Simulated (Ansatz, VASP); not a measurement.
Two plane-wave programs on TiPt3

```
Ti Pt
1.0
     3.89700   -0.01948   -0.01948
    -0.01948    3.89700   -0.01948
    -0.01948   -0.01948    3.89700
Ti Pt
1 3
Direct
  0.00000 0.00000 0.00000
  0.00000 0.50000 0.50000
  0.50000 0.00000 0.50000
  0.50000 0.50000 0.00000
```

Change from the starting cell: equal xy, yz and zx shear strains of -1 %, PAW files.

Alike in both runs: task electric field gradients; functional PBEsol; k mesh 9 × 9 × 9; occupations fermi-dirac, width 0.05 eV; no spin polarisation.

```csv
,VASP,Ansatz
version,VASP 6.6.1,Ansatz 0.2.0
potentials or method,"VASP PAW PBE potentials, release 64 (Ti_sv, Pt)","PAW with Ansatz's default frozen-core files, scalar-relativistic"
plane-wave cutoff (eV),520,420
valence electrons in the cell,42,66
```

Ansatz gave:

```
pressure (GPa)                                                 : 0.6
largest component of the traceless stress (GPa)                : 1.54
Vzz of the field gradient on the site that differs most (V/Å²) : -78.6
```

Q: What did VASP give for the same quantities?

A: Pressure (GPa): 0.3; largest component of the traceless stress (GPa): 1.53; Vzz of the field gradient on the site that differs most (V/Å²): -71.5.

The two sets of potentials don't hold the same shells in valence. Ansatz warned: «gradients_without_spin_orbit».

Caveats: the PAW data sets were made with another functional, which shifts forces and pressure a little (VASP). Spin-orbit coupling is left out, which matters for the levels of Pt.
